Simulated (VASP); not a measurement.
Write the native input for VASP 6.6.1 that does the following.

```yaml
Task: relaxation of cell and atoms
Functional: PBEsol
Potentials_or_basis: VASP PAW PBE potentials, release 64 (Sn_d, Te)
Cutoff: 600 eV
k_mesh: 10 × 10 × 10
Occupations: gaussian, width 0.03 eV
Spin: no spin polarisation
Further_INCAR_settings: ALGO = Normal; EDIFF = 1e-07; IBRION = 2; EDIFFG = -0.005; NSW = 90; ISIF = 3
```

The structure of SnTe lies in POSCAR:

```
SnTe                                    
1.0
   -0.0000000000      3.1448388744      3.1448388744
    3.1448388744     -0.0000000000      3.1448388744
    3.1448388744      3.1448388744      0.0000000000
  Sn              Te            
     1     1
Direct
     0.0000000000000000    0.0000000000000000    0.0000000000000000
     0.5000000000000000    0.5000000000000000    0.5000000000000000
```

These files were run (other wordings do the same):

INCAR

```
SYSTEM = SnTe
ALGO = Normal
EDIFF = 1E-7
EDIFFG = -0.005
ENCUT = 600
GGA = PS
IBRION = 2
ISIF = 3
ISMEAR = 0
LASPH = .True.
LCHARG = .False.
LREAL = .False.
LWAVE = .False.
NELM = 80
NSW = 90
PREC = Accurate
SIGMA = 0.03
```

KPOINTS

```
k-points
0
Gamma
  10 10 10
  0 0 0
```

Potentials or basis: VASP PAW PBE potentials, release 64 (Sn_d, Te).

Launch:

```bash
$ cat potpaw_PBE.64/Sn_d/POTCAR potpaw_PBE.64/Te/POTCAR > POTCAR
$ mpirun -np 1 vasp_std > vasp.out
```

It gave:

```
Pressure after relaxing : 0.0 GPa
Band gap on the k mesh  : 0.16 eV, direct
```

Caveat: the relaxation stopped at its first step, so nothing moved; the PAW data sets were made with another functional, which shifts forces and pressure a little; spin-orbit coupling is left out, which moves the levels of the heavy elements.

Wall time 35 s on 1 thread of Intel(R) Xeon(R) Platinum 8375C CPU @ 2.90GHz (Ice Lake), with other jobs on the host, peak memory 0.23 GiB.
